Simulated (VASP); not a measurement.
Here is a VASP 6.6.1 calculation.

File INCAR:

```
PREC = Accurate
ENCUT = 520
EDIFF = 1E-7
ISMEAR = -1
SIGMA = 0.05
LREAL = F
LASPH = T
NELM = 80
ALGO = Normal
ISIF = 2
LWAVE = F
LCHARG = T
GGA = PE
LELF = T
LVHAR = T
NBANDS = 24
```

The input KPOINTS:

```
Automatic mesh
0
Gamma
  9 9 5
```

Contents of POSCAR:

```
SrO
1.0
    3.5532880902      0.0000000000      0.0000000000
   -1.7766440451      3.0772377531      0.0000000000
    0.0000000000      0.0000000000      6.2173039800
Sr O
2 2
Direct
    0.6688750000      0.3390110000      0.7433660000
    0.3336320000      0.6609980000      0.2579820000
    0.0048470000      0.0154180000      0.5048640000
    0.0103470000      0.0008710000     -0.0039530000
```

Potentials or basis: VASP PAW PBE potentials, release 64 (Sr_sv, O).

Run with:

```bash
$ cat potpaw_PBE.64/Sr_sv/POTCAR potpaw_PBE.64/O/POTCAR > POTCAR
$ mpirun -np 1 vasp_std > vasp.out
```

Predict the pressure.

2.2 GPa.

Predict the largest force.

0.828 eV/Å.

Forces in eV/Å, atoms in the order of the input:
```
Sr   0.042  0.023  0.826
Sr  -0.010  0.162 -0.808
O    0.026 -0.160 -0.356
O   -0.058 -0.025  0.338
```
